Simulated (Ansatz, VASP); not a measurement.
## Bi in VASP and in Ansatz

```
Bi
1.0
     3.32178    0.00000    0.00000
    -1.66089    2.87675    0.00000
     0.00000    0.00000    5.55343
Bi
2
Direct
  0.33333 0.66667 0.25000
  0.66667 0.33333 0.75000
```

Alike in both runs: functional PBEsol; k mesh 12 × 12 × 7; occupations fermi-dirac, width 0.1 eV; no spin polarisation.

Ansatz relaxed the structure, and its values are those at the end. VASP's run is a single point on that final structure, the one shown.

|  | VASP | Ansatz |
| --- | --- | --- |
| version | VASP 6.6.1 | Ansatz 0.2.0 |
| potentials or method | VASP PAW PBE potentials, release 64 (Bi_d) | PAW with Ansatz's default frozen-core files, scalar-relativistic |
| plane-wave cutoff (eV) | 520 | 420 |
| valence electrons in the cell | 30 | 30 |

|  | VASP | Ansatz | Ansatz less VASP |
| --- | --- | --- | --- |
| pressure (GPa) | 10.2 | 10.3 | +0.07 |

With one functional, cell and mesh, what is left measures potentials, basis and numerics.

Caveats: the PAW data sets were made with another functional, which shifts forces and pressure a little (VASP).
